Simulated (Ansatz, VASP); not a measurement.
**Two plane-wave programs on Pb**

```
Pb
1.0
     0.00000    2.55801    2.55801
     2.55801    0.00000    2.55801
     2.55801    2.55801    0.00000
Pb
1
Direct
  0.00000 0.00000 0.00000
```

Alike in both runs: task single point; functional PBE; dispersion D4; k mesh 9 × 9 × 9; occupations gaussian, width 0.05 eV; no spin polarisation.

|  | VASP | Ansatz |
| --- | --- | --- |
| version | VASP 6.6.1 | Ansatz 0.2.0 |
| potentials or method | VASP PAW PBE potentials, release 64 (Pb_d) | SSSP precision PAW |
| plane-wave cutoff (eV) | 520 | 612 |
| valence electrons in the cell | 14 | 14 |

Ansatz gave:

- gap on the k mesh at the Fermi level (eV): none
- pressure (GPa): -3.4
- dispersion energy (meV/atom): -392.5

Question: Estimate VASP's values.

Answer: gap on the k mesh at the Fermi level (eV): none; pressure (GPa): -3.5; dispersion energy (meV/atom): -392.2.

A gap of «none» marks a metal or a gap that the smearing closes.

Caveats: pairwise dispersion overbinds metals, which lowers pressure and volume. Spin-orbit coupling is left out, which matters for the levels of Pb.
